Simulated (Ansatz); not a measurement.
Here is the system:

```
CELL_PARAMETERS angstrom
      0.00000     3.05499     3.05499
      3.03285     0.02214     3.03285
      3.03285     3.03285     0.02214
ATOMIC_POSITIONS crystal
  Te 0.74874 0.75126 0.75126
  Zn 0.00126 0.99874 0.99874
```

No spin polarisation.

Computed with PBEsol (Ansatz, a program for electronic structure), scalar-relativistic without spin-orbit coupling. Γ-centred 9×9×9 mesh, Fermi–Dirac width 0.05 eV.

Q: What is the computed pressure (mean of the normal stresses, compression positive)?

A: 0.1 kbar.

Q: Predict the band gap.

A: 1.19 eV.

Q: What valence-band top at Γ (three highest levels, from the VBM) does the calculation give?

A: 0.00, -0.05, -0.10 eV.

With Te present, leaving out spin-orbit coupling can change the band edges. The cells carry an imposed strain or load. No phonon test of stability was made. The cell was made from ZnTe in the zinc blende structure (space group F-43m, No. 216) by this change: tensor shear ε_yz = +0.73 %.
